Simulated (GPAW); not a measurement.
Crystal: ZrO2.

```
Zr O
1.0
     3.59610    0.00000    0.00000
     0.00000    3.59610    0.00000
     0.00000    0.00000    5.17700
Zr O
2 4
Direct
  0.50000 0.50000 0.50000
  0.00000 0.00000 0.00000
  0.50000 0.00000 0.79700
  0.50000 0.00000 0.29700
  0.00000 0.50000 0.70300
  0.00000 0.50000 0.20300
```

Base run:

```yaml
Program: GPAW 26.7.0
Functional: LDA
Potentials_or_basis: PAW data sets generated in the run's folder for this functional
Cutoff: 800 eV
Basis: pw
k_mesh: 7 × 7 × 5
Occupations: fermi-dirac, width 0.05 eV
Spin: no spin polarisation
```

Its results: band gap on the k mesh 3.91 eV, indirect (least direct gap 4.02 eV); pressure -10.5 GPa; largest force 0.184 eV/Å.

Task: The run is repeated on the same cell with these changes: potentials or basis from PAW data sets generated in the run's folder for this functional to JTH PAW 2.0, LDA. What comes out?

Result: Band gap on the k mesh 3.90 eV, indirect (least direct gap 4.01 eV); pressure -8.5 GPa; largest force 0.088 eV/Å.

Caveats: an odd mesh through Γ misses points on the zone boundary, where band edges often lie; the program truncates these outside data sets (some runs).
